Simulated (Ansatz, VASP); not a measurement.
# Two plane-wave programs on HgTe (Coloradoite)

INCAR

```
SYSTEM = HgTe
ALGO = Normal
EDIFF = 1E-7
EDIFFG = -0.005
ENCUT = 600
GGA = PE
IBRION = 2
ISIF = 3
ISMEAR = 0
LASPH = .TRUE.
LCHARG = .FALSE.
LREAL = .FALSE.
LWAVE = .FALSE.
NELM = 60
NSW = 100
PREC = Accurate
SIGMA = 0.1
```

File KPOINTS:

```
k-points
0
G
  12 12 12
  0 0 0
```

The input POSCAR:

```
HgTe
1.0
    0.0000000000      3.3264077974      3.3264077974
    3.3264077974      0.0000000000      3.3264077974
    3.3264077974      3.3264077974      0.0000000000
Hg Te
1 1
Direct
    0.0000000000      0.0000000000      0.0000000000
    0.2500000000      0.2500000000      0.2500000000
```

Input for Ansatz:

```yaml
crystal:
  lattice:
    - [0.0, 3.3264077974, 3.3264077974]
    - [3.3264077974, 0.0, 3.3264077974]
    - [3.3264077974, 3.3264077974, 0.0]
  atoms:
    - { symbol: Hg, position: [0.0, 0.0, 0.0] }
    - { symbol: Te, position: [0.25, 0.25, 0.25] }
basis:
  ecutwfc: 420
kpoints:
  mp_grid: { grid: [12, 12, 12] }
hamiltonian:
  xc: pbe
scf:
  occupations: { method: gaussian, width: 0.1 }
output:
  forces: true
  stress: true
  eigenvalues: true
relax:
  adjacent_minimum: "off"
  f_tol: 0.005
  max_steps: 80
  cell: { stress_tol: 0.05 }
```

Alike in both runs: task relaxation of cell and atoms; functional PBE; k mesh 12 × 12 × 12; occupations gaussian, width 0.1 eV; no spin polarisation.

```csv
,VASP,Ansatz
version,VASP 6.6.1,Ansatz 0.2.0
potentials or method,"VASP PAW PBE potentials, release 64 (Hg, Te)","scalar-relativistic, plane waves, PAW"
plane-wave cutoff (eV),600,420
valence electrons in the cell,18,36
```

|  | VASP | Ansatz | Ansatz less VASP |
| --- | --- | --- | --- |
| gap on the k mesh at the Fermi level, each at its own relaxed structure (eV) | none | none | - |
| relaxed volume (Å³/atom) | 36.84 | 36.81 | -0.037 |
| relaxed cell length with the largest relative difference (Å) | 4.706 | 4.704 | -0.0016 |

A gap of «none» marks a metal or a gap that the smearing closes. The two sets of potentials don't hold the same shells in valence.

The runs have no spin-orbit coupling, so splittings on Hg, Te are missing.
